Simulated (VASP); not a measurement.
Runs of VASP 6.6.1 on Cd. All rows change the cell; the cell of one of them follows. It takes space group Fmmm (No. 69, orthorhombic). The conventional cell has a = 3.569 Å, b = 4.668 Å, c = 5.425 Å, α = 90.00°, β = 90.00°, γ = 90.00°. Cd (site symmetry mmm) is surrounded by 8 Cd at 2.94 to 3.25 Å. This isn't the form of Cd at room conditions, which is hcp.

```tsv
cell	gap on the mesh (eV)	pressure (GPa)
strain -0.1500 x Voigt [0, 0, 0, 1, 0, 0], atoms carried along	none	-1.6
strain +0.1312 x Voigt [0, 0, 0, 1, 0, 0], atoms carried along	none	-1.8
strain +0.0937 x Voigt [0, 0, 0, 1, 0, 0], atoms carried along	none	-2.2
strain -0.0750 x Voigt [0, 0, 0, 1, 0, 0], atoms carried along	none	(a)
```

Alike in all rows: task single point; level PBEsol; potentials or basis VASP PAW PBE potentials, release 64 (Cd); no spin polarisation; k mesh 18 × 18 × 18; cutoff (eV) 520; smearing gaussian 0.15 eV.

Problem. Estimate the missing entries.

Solution. (a) -2.4.

Caveats: the PAW data sets were made with another functional, which shifts forces and pressure a little.

A k mesh can miss the band edges, and the runs leave out spin-orbit coupling on Cd.

A gap of «none» marks a metal or a gap under the smearing width.
